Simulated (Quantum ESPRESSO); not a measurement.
The system is CoO.

```xyz
2
Lattice="2.5705 0.0000 0.0000 0.0000 2.5705 0.0000 0.0000 0.0000 2.5705" Properties=species:S:1:pos:R:3 pbc="T T T"
Co    0.0000    0.0000    0.0000
O     1.2853    1.2853    1.2853
```

Measurements of this composition are mostly on another form, of space group No. 225.

Base run:

* Program: Quantum ESPRESSO 7.5
* Functional: RPBE
* Potentials or basis: SPMS 1.0 PBE
* Cutoff: 1197 eV
* Density cutoff: 4789 eV
* k mesh: 7 × 7 × 7
* Occupations: gaussian, width 0.05 eV
* Spin: collinear spin, ferromagnetic start
* Starting moments: [3.0, 0.0] μB
* Hubbard terms: Co d U = 2 eV

Its results: band gap on the k mesh 1.08 eV, indirect (least direct gap 1.16 eV); pressure 27.7 GPa; net moment 3.00 μB per cell; site moments Co +2.54; O +0.38 μB.

Problem. After a change of settings the same cell gave: band gap on the k mesh 0.99 eV, indirect (least direct gap 1.01 eV); pressure 20.0 GPa; net moment 3.00 μB per cell; site moments Co +2.53; O +0.39 μB. Which change was it?
A. functional from RPBE to PBE
B. functional from RPBE to PBEsol
C. functional from RPBE to revPBE

Solution. A.

PBE binds more tightly than RPBE, so the same cell stands under less pressure.

Caveats: an odd mesh through Γ misses points on the zone boundary, where band edges often lie; a cell with one magnetic atom can't hold antiferromagnetic order, which such compounds often take; the potentials were made for another functional, which shifts forces and pressure (some runs).
